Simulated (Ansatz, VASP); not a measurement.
One calculation of TaN, two programs

```
CELL_PARAMETERS angstrom
5.24217 0.00000 0.00000
-2.62109 4.53985 0.00000
0.00000 0.00000 2.94158
ATOMIC_POSITIONS crystal
Ta 0.00000 0.00000 0.00000
Ta 0.33333 0.66667 0.50000
Ta 0.66667 0.33333 0.50000
N 0.39420 0.00000 0.00000
N 0.60580 0.60580 0.00000
N 0.00000 0.39420 0.00000
```

Alike in both runs: functional PBEsol; k mesh 9 × 9 × 13; occupations fermi-dirac, width 1 eV; no spin polarisation.

Ansatz relaxed the structure, and its values are those at the end. VASP's run is a single point on that final structure, the one shown.

|  | VASP | Ansatz |
| --- | --- | --- |
| version | VASP 6.6.1 | Ansatz 0.2.0 |
| potentials or method | VASP PAW PBE potentials, release 64 (Ta_pv, N) | plane-wave PAW DFT |
| plane-wave cutoff (eV) | 520 | 420 |
| valence electrons in the cell | 48 | 54 |

|  | VASP | Ansatz | Ansatz less VASP |
| --- | --- | --- | --- |
| pressure (GPa) | 0.5 | 0.0 | -0.50 |

With one functional, cell and mesh, what is left measures potentials, basis and numerics. The two sets of potentials don't hold the same shells in valence. Ansatz warned: «pseudo_functional_mismatch».

Caveats: the PAW data sets were made with another functional, which shifts forces and pressure a little (VASP). The runs have no spin-orbit coupling, so splittings on Ta are missing.
